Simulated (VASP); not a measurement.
Here is a VASP 6.6.1 calculation.

INCAR

```
SYSTEM = BaTiO3
PREC = Accurate
ENCUT = 600
EDIFF = 1E-7
ISMEAR = 1
SIGMA = 0.1
LREAL = .FALSE.
LASPH = .TRUE.
NELM = 80
ALGO = Normal
ISIF = 3
LWAVE = .FALSE.
LCHARG = .FALSE.
IBRION = 2
NSW = 90
EDIFFG = -0.005
KPAR = 2
```

File KPOINTS:

```
regular mesh
0
G
  10 10 10
  0 0 0
```

POSCAR

```
BaTiO3                                  
1.0
    3.9397503741      0.0000000000      0.0000000000
    0.0000000000      2.8037466905      2.8080302295
    0.0000000000     -2.8037466905      2.8080302295
  Ba              Ti              O             
     1     1     3
Direct
     0.0000000000000000    0.0041879408572185    0.0041879408572185
     0.5000000000000000    0.5144799697458340    0.5144799697458340
     0.0000000000000000    0.4941598064776449    0.4941598064776449
     0.5000000000000000    0.4949292923419662    0.9891229905773408
     0.5000000000000000    0.9891229905773408    0.4949292923419662
```

Potentials or basis: VASP PAW LDA potentials, release 64 (Ba_sv, Ti_sv, O).

The run is started by

```bash
$ cat potpaw_LDA.64/Ba_sv/POTCAR potpaw_LDA.64/Ti_sv/POTCAR potpaw_LDA.64/O/POTCAR > POTCAR
$ mpirun -np 2 vasp_std > vasp.out
```

Problem. Predict the band gap on the k mesh.

Solution. 1.93 eV, indirect (least direct gap 2.17 eV).

Problem. Estimate the space group after relaxing (to 0.05 Å).

Solution. Amm2 (No. 38).

Problem. Predict the relaxed volume.

Solution. 12.42 Å³/atom.

Problem. What does it give for the relaxed cell?

Solution. a = 3.938 Å, b = 3.970 Å, c = 3.970 Å, α = 89.90°, β = 90.00°, γ = 90.00°.

Forces on the atoms (eV/Å):
```
Ba   0.000  0.000  0.002
Ti   0.000  0.000  0.003
O    0.000  0.000 -0.003
O    0.000  0.000 -0.001
O    0.000  0.000 -0.001
```

Caveat: spin-orbit coupling is left out, which moves the levels of the heavy elements. A k mesh can miss the band edges.
